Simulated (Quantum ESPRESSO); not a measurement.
# Ba (Fm-3m) in Quantum ESPRESSO: further runs, part 2 of 2

Quantum ESPRESSO 7.5. Earlier steps stand in the parts before.

### 3 Phonons, PBEsol (cell strained at random at fixed volume)

File pw.in:

```
&CONTROL
  calculation = 'scf'
  prefix = 'pwscf'
  outdir = './tmp'
  pseudo_dir = './pseudo'
  tprnfor = .true.
  tstress = .true.
  disk_io = 'low'
/
&SYSTEM
  ibrav = 0
  nat = 1
  ntyp = 1
  ecutwfc = 40
  nbnd = 10
  input_dft = 'pbesol'
  occupations = 'smearing'
  smearing = 'mv'
  degauss = 0.00999582
/
&ELECTRONS
  conv_thr = 2d-10
  electron_maxstep = 120
  mixing_beta = 0.5
/
ATOMIC_SPECIES
Ba   137.3270 56_Ba_10_2.8_2.8_pbe_n_v1.0.upf
CELL_PARAMETERS angstrom
  -0.0742970000    3.2787240000    3.2383120000
   3.2001600000   -0.0439660000    3.2079820000
   3.1544730000    3.2027080000    0.0017200000
ATOMIC_POSITIONS angstrom
Ba     0.0000000000    0.0000000000    0.0000000000
K_POINTS automatic
7 7 7 0 0 0
```

File scf2.in:

```
&CONTROL
  calculation = 'scf'
  prefix = 'pwscf'
  outdir = './tmp'
  pseudo_dir = './pseudo'
  tprnfor = .true.
  tstress = .true.
  disk_io = 'low'
/
&SYSTEM
  ibrav = 0
  nat = 1
  ntyp = 1
  ecutwfc = 40
  nbnd = 10
  input_dft = 'pbesol'
  occupations = 'smearing'
  smearing = 'mv'
  degauss = 0.00999582
/
&ELECTRONS
  conv_thr = 1d-13
  electron_maxstep = 120
  mixing_beta = 0.5
  startingpot = 'file'
  startingwfc = 'file'
/
ATOMIC_SPECIES
Ba   137.3270 56_Ba_10_2.8_2.8_pbe_n_v1.0.upf
CELL_PARAMETERS angstrom
  -0.0742970000    3.2787240000    3.2383120000
   3.2001600000   -0.0439660000    3.2079820000
   3.1544730000    3.2027080000    0.0017200000
ATOMIC_POSITIONS angstrom
Ba     0.0000000000    0.0000000000    0.0000000000
K_POINTS automatic
7 7 7 0 0 0
```

File ph.in:

```
phonons of Ba
&INPUTPH
  prefix = 'pwscf'
  outdir = './tmp'
  tr2_ph = 1d-16
  fildyn = 'dyn'
  niter_ph = 60
  alpha_mix(1) = 0.4
/
0.3667267146 0.3581405537 0.3574289876
```

Potentials or basis: SPMS 1.0 PBE.

Run with:

```
$ OMP_NUM_THREADS=1 pw.x -in pw.in > pw.out
$ OMP_NUM_THREADS=1 pw.x -in scf2.in > scf2.out
$ OMP_NUM_THREADS=1 ph.x -in ph.in > ph.out
```

pw.out:

```text
This program is part of the open-source Quantum ESPRESSO suite
     for quantum simulation of materials; please cite
         "P. Giannozzi et al., J. Phys.:Condens. Matter 21 395502 (2009);
         "P. Giannozzi et al., J. Phys.:Condens. Matter 29 465901 (2017);
         "P. Giannozzi et al., J. Chem. Phys. 152 154105 (2020);
     in publications or presentations arising from this work. More details at

     IMPORTANT: XC functional enforced from input :
     Exchange-correlation= PBESOL
                           (   1   4  10   8   0   0   0)
     Any further DFT definition will be discarded
     Please, verify this is what you really want

     Message from routine setup:
     using ibrav=0 with symmetry is DISCOURAGED, use correct ibrav instead

     G-vector sticks info
     --------------------
     sticks:   dense  smooth     PW     G-vecs:    dense   smooth      PW
     Sum         833     833    257                15597    15597    2717

     Using Slab Decomposition

[... 72 lines left out ...]
     Davidson diagonalization with overlap
     ethr =  1.33E-05,  avg # of iterations =  9.6

     total energy              =     -56.38815993 Ry
     estimated scf accuracy    <       0.00139820 Ry
[... 43 lines left out ...]
     iteration #  8     ecut=    40.00 Ry     beta= 0.50
     Davidson diagonalization with overlap
     ethr =  1.77E-11,  avg # of iterations =  2.0

     End of self-consistent calculation

     Number of k-points >= 100: set verbosity='high' to print the bands.

     the Fermi energy is     5.1788 ev

!    total energy              =     -56.38828319 Ry
     estimated scf accuracy    <          4.9E-11 Ry
     smearing contrib. (-TS)   =       0.00020807 Ry
     internal energy E=F+TS    =     -56.38849126 Ry

     The total energy is F=E-TS. E is the sum of the following terms:
     one-electron contribution =     -15.43313777 Ry
     hartree contribution      =       9.50639814 Ry
     xc contribution           =     -12.94148178 Ry
     ewald contribution        =     -37.52026986 Ry

     convergence has been achieved in   8 iterations

     Forces acting on atoms (cartesian axes, Ry/au):

     atom    1 type  1   force =     0.00000000    0.00000000    0.00000000

     Total force =     0.000000     Total SCF correction =     0.000000

     Computing stress (Cartesian axis) and pressure

          total   stress  (Ry/bohr**3)                   (kbar)     P=       -9.10
  -0.00006022   0.00002461   0.00000650           -8.86        3.62        0.96
   0.00002461  -0.00006307  -0.00000675            3.62       -9.28       -0.99
   0.00000650  -0.00000675  -0.00006237            0.96       -0.99       -9.17

=------------------------------------------------------------------------------=
   JOB DONE.
=------------------------------------------------------------------------------=
```

scf2.out:

```text
This program is part of the open-source Quantum ESPRESSO suite
     for quantum simulation of materials; please cite
         "P. Giannozzi et al., J. Phys.:Condens. Matter 21 395502 (2009);
         "P. Giannozzi et al., J. Phys.:Condens. Matter 29 465901 (2017);
         "P. Giannozzi et al., J. Chem. Phys. 152 154105 (2020);
[... 135 lines left out ...]
   0.00002462  -0.00006307  -0.00000676            3.62       -9.28       -0.99
   0.00000650  -0.00000676  -0.00006238            0.96       -0.99       -9.18

=------------------------------------------------------------------------------=
   JOB DONE.
=------------------------------------------------------------------------------=
```

ph.out:

```text
This program is part of the open-source Quantum ESPRESSO suite
     for quantum simulation of materials; please cite
         "P. Giannozzi et al., J. Phys.:Condens. Matter 21 395502 (2009);
         "P. Giannozzi et al., J. Phys.:Condens. Matter 29 465901 (2017);
         "P. Giannozzi et al., J. Chem. Phys. 152 154105 (2020);
     in publications or presentations arising from this work. More details at

     IMPORTANT: XC functional enforced from input :
[... 314 lines left out ...]
     freq (   3-   3) =         63.1  [cm-1]   --> A_u

     INITIALIZATION:

     DYNAMICAL MATRIX:

      Additional routines

=------------------------------------------------------------------------------=
   JOB DONE.
=------------------------------------------------------------------------------=
```

Run time: 8.4 min. Hardware: 1 thread of Arm Neoverse V1, shared host; peak memory 0.1 GiB.

Results:

```
Free energy                                 : -767.2017 eV
Pressure                                    : -0.9 GPa
Band gap on the k mesh                      : none (metal or under the smearing width)
Highest phonon frequency at the q point run : 63 cm⁻¹
```

Phonon frequencies in cm⁻¹ (negative: imaginary):
```tsv
q point	frequencies
(0.500, 0.500, 0.500)	8 22 63
```

Phonon modes at q = (0.500, 0.500, 0.500) in reciprocal lattice units:
| mode | symmetry | cm⁻¹ |
| --- | --- | --- |
| 1 | A_u | 8 |
| 2 | A_u | 22 |
| 3 | A_u | 63 |

Caveat: the potentials were made for another functional, which shifts forces and pressure; the q point doesn't lie on the k mesh, which can shift a metal's frequencies strongly unless the mesh is converged. Spin-orbit coupling is left out, which matters for the levels of Ba.

### 4 Wannier functions, PBE

File pw.in:

```
&CONTROL
  calculation = 'scf'
  prefix = 'pwscf'
  outdir = './tmp'
  pseudo_dir = './pseudo'
  tprnfor = .true.
  tstress = .true.
  disk_io = 'low'
/
&SYSTEM
  ibrav = 0
  nat = 1
  ntyp = 1
  ecutwfc = 36
  ecutrho = 216
  nbnd = 10
  occupations = 'smearing'
  smearing = 'fd'
  degauss = 0.00367493
/
&ELECTRONS
  conv_thr = 2d-10
  electron_maxstep = 120
  mixing_beta = 0.5
/
ATOMIC_SPECIES
Ba   137.3270 Ba.GGA_PBE-JTH.UPF
CELL_PARAMETERS angstrom
   0.0000000000    3.2326650028    3.2326650028
   3.2326650028    0.0000000000    3.2326650028
   3.2326650028    3.2326650028    0.0000000000
ATOMIC_POSITIONS crystal
Ba     0.0000000000    0.0000000000    0.0000000000
K_POINTS automatic
5 5 5 0 0 0
```

File nscf.in:

```
&CONTROL
  calculation = 'nscf'
  prefix = 'pwscf'
  outdir = './tmp'
  pseudo_dir = './pseudo'
  disk_io = 'low'
/
&SYSTEM
  ibrav = 0
  nat = 1
  ntyp = 1
  ecutwfc = 36
  ecutrho = 216
  nbnd = 18
  occupations = 'smearing'
  smearing = 'fd'
  degauss = 0.00367493
  nosym = .true.
  noinv = .true.
/
&ELECTRONS
  conv_thr = 1d-09
  electron_maxstep = 120
  mixing_beta = 0.5
  diago_full_acc = .true.
/
ATOMIC_SPECIES
Ba   137.3270 Ba.GGA_PBE-JTH.UPF
CELL_PARAMETERS angstrom
   0.0000000000    3.2326650028    3.2326650028
   3.2326650028    0.0000000000    3.2326650028
   3.2326650028    3.2326650028    0.0000000000
ATOMIC_POSITIONS crystal
Ba     0.0000000000    0.0000000000    0.0000000000
K_POINTS crystal
64
  0.00000000   0.00000000   0.00000000 1.56250000e-02
  0.00000000   0.00000000   0.25000000 1.56250000e-02
  0.00000000   0.00000000   0.50000000 1.56250000e-02
  0.00000000   0.00000000   0.75000000 1.56250000e-02
  0.00000000   0.25000000   0.00000000 1.56250000e-02
  0.00000000   0.25000000   0.25000000 1.56250000e-02
[... 56 lines left out ...]
  0.75000000   0.75000000   0.50000000 1.56250000e-02
  0.75000000   0.75000000   0.75000000 1.56250000e-02
```

File pw2wan.in:

```
&INPUTPP
  prefix = 'pwscf'
  outdir = './tmp'
  seedname = 'w'
  write_mmn = .true.
  write_amn = .true.
/
```

File bands.in:

```
&CONTROL
  calculation = 'bands'
  prefix = 'pwscf'
  outdir = './tmp'
  pseudo_dir = './pseudo'
  disk_io = 'low'
/
&SYSTEM
  ibrav = 0
  nat = 1
  ntyp = 1
  ecutwfc = 36
  ecutrho = 216
  nbnd = 18
  occupations = 'smearing'
  smearing = 'fd'
  degauss = 0.00367493
/
&ELECTRONS
  conv_thr = 1d-08
  electron_maxstep = 120
  mixing_beta = 0.5
  diago_full_acc = .true.
/
ATOMIC_SPECIES
Ba   137.3270 Ba.GGA_PBE-JTH.UPF
CELL_PARAMETERS angstrom
   0.0000000000    3.2326650028    3.2326650028
   3.2326650028    0.0000000000    3.2326650028
   3.2326650028    3.2326650028    0.0000000000
ATOMIC_POSITIONS crystal
Ba     0.0000000000    0.0000000000    0.0000000000
K_POINTS crystal
77
  0.00000000   0.00000000   0.00000000 1
  0.04166700   0.00000000   0.04166700 1
  0.08333300   0.00000000   0.08333300 1
  0.12500000   0.00000000   0.12500000 1
  0.16666700   0.00000000   0.16666700 1
  0.20833300   0.00000000   0.20833300 1
[... 69 lines left out ...]
  0.53125000   0.06250000   0.53125000 1
  0.50000000   0.00000000   0.50000000 1
```

File w.win:

```
num_wann = 9
num_bands = 17
guiding_centres = true
dis_froz_max = 8.43
dis_num_iter = 600
dis_mix_ratio = 0.5
dis_conv_tol = 1.0d-9
num_iter = 400
conv_tol = 1.0d-9
conv_window = 4
num_print_cycles = 40
fermi_energy = 5.3535
bands_plot = true
write_hr = true
mp_grid = 4 4 4
exclude_bands = 1
begin projections
Ba: s;p;d
end projections
begin unit_cell_cart
ang
  0.0000000000   3.2326650028   3.2326650028
  3.2326650028   0.0000000000   3.2326650028
  3.2326650028   3.2326650028   0.0000000000
end unit_cell_cart
begin atoms_frac
Ba   0.0000000000   0.0000000000   0.0000000000
end atoms_frac
begin kpoint_path
G   0.0000000000   0.0000000000   0.0000000000  X   0.5000000000   0.0000000000   0.5000000000
X   0.5000000000   0.0000000000   0.5000000000  W   0.5000000000   0.2500000000   0.7500000000
W   0.5000000000   0.2500000000   0.7500000000  K   0.3750000000   0.3750000000   0.7500000000
K   0.3750000000   0.3750000000   0.7500000000  G   0.0000000000   0.0000000000   0.0000000000
G   0.0000000000   0.0000000000   0.0000000000  L   0.5000000000   0.5000000000   0.5000000000
L   0.5000000000   0.5000000000   0.5000000000  U   0.6250000000   0.2500000000   0.6250000000
U   0.6250000000   0.2500000000   0.6250000000  W   0.5000000000   0.2500000000   0.7500000000
W   0.5000000000   0.2500000000   0.7500000000  L   0.5000000000   0.5000000000   0.5000000000
L   0.5000000000   0.5000000000   0.5000000000  K   0.3750000000   0.3750000000   0.7500000000
U   0.6250000000   0.2500000000   0.6250000000  X   0.5000000000   0.0000000000   0.5000000000
end kpoint_path
bands_num_points = 12
begin kpoints
  0.00000000   0.00000000   0.00000000
  0.00000000   0.00000000   0.25000000
  0.00000000   0.00000000   0.50000000
  0.00000000   0.00000000   0.75000000
  0.00000000   0.25000000   0.00000000
  0.00000000   0.25000000   0.25000000
[... 56 lines left out ...]
  0.75000000   0.75000000   0.50000000
  0.75000000   0.75000000   0.75000000
end kpoints
```

Potentials or basis: JTH 2.0 PBE.

Run with:

```
$ OMP_NUM_THREADS=1 pw.x -in pw.in > pw.out
$ OMP_NUM_THREADS=1 pw.x -in nscf.in > nscf.out
$ wannier90.x -pp w
$ OMP_NUM_THREADS=1 pw2wannier90.x -in pw2wan.in > pw2wan.out
$ wannier90.x w
$ OMP_NUM_THREADS=1 pw.x -in bands.in > bands.out
```

pw.out:

```text
This program is part of the open-source Quantum ESPRESSO suite
     for quantum simulation of materials; please cite
         "P. Giannozzi et al., J. Phys.:Condens. Matter 21 395502 (2009);
         "P. Giannozzi et al., J. Phys.:Condens. Matter 29 465901 (2017);
         "P. Giannozzi et al., J. Chem. Phys. 152 154105 (2020);
     in publications or presentations arising from this work. More details at

     file Ba.GGA_PBE-JTH.UPF: wavefunction(s)  5S 6S 5P 0P 5D 0D renormalized
     Message from routine setup:
     using ibrav=0 with symmetry is DISCOURAGED, use correct ibrav instead

     G-vector sticks info
     --------------------
     sticks:   dense  smooth     PW     G-vecs:    dense   smooth      PW
     Sum        1111     745    223                24357    13371    2229

     Using Slab Decomposition

     bravais-lattice index     =            0
     lattice parameter (alat)  =       8.6392  a.u.
     unit-cell volume          =     455.9411 (a.u.)^3
     number of atoms/cell      =            1
     number of atomic types    =            1
     number of electrons       =        10.00
     number of Kohn-Sham states=           10
[... 187 lines left out ...]

   -23.5739  -8.8733  -8.7889  -8.7077   5.2797   5.8674   6.0639   7.9150
     9.2503  10.0470

     the Fermi energy is     5.3858 ev

!    total energy              =    -436.18160347 Ry
     total all-electron energy =      -436.181603 Ry
     estimated scf accuracy    <          1.4E-11 Ry
     smearing contrib. (-TS)   =      -0.00088217 Ry
     internal energy E=F+TS    =    -436.18072130 Ry

     The total energy is F=E-TS. E is the sum of the following terms:
     one-electron contribution =     -12.70239624 Ry
     hartree contribution      =       8.96624234 Ry
     xc contribution           =     -13.80294833 Ry
     ewald contribution        =     -37.52638349 Ry
     one-center paw contrib.   =    -381.11523558 Ry

     convergence has been achieved in   7 iterations

     negative rho (up, down):  5.612E-02 0.000E+00

     Forces acting on atoms (cartesian axes, Ry/au):

     atom    1 type  1   force =     0.00000000    0.00000000    0.00000000

     Total force =     0.000000     Total SCF correction =     0.000000

     Computing stress (Cartesian axis) and pressure

     negative rho (up, down):  5.612E-02 0.000E+00
          total   stress  (Ry/bohr**3)                   (kbar)     P=       -3.86
  -0.00002622   0.00000000   0.00000000           -3.86        0.00        0.00
   0.00000000  -0.00002622   0.00000000            0.00       -3.86        0.00
   0.00000000   0.00000000  -0.00002622            0.00        0.00       -3.86

=------------------------------------------------------------------------------=
   JOB DONE.
=------------------------------------------------------------------------------=
```

It took 83 s on 1 thread of Arm Neoverse V1, shared host; peak memory 0.11 GiB.

The run converged, but a check on its numbers failed (symmetry, net force, bounds or a known fault of this set-up), so they aren't taken as properties of the crystal.

Caveat: the mesh shows a gap though the element is a metal; this set's barium file shifts pressures by 1.5 GPa and gaps by 0.1 eV against other sets; the cutoff is low for these files, which shifts pressure and relaxed volume; spin-orbit coupling is left out, which moves the levels of the heavy elements; the Wannier minimisation didn't converge.
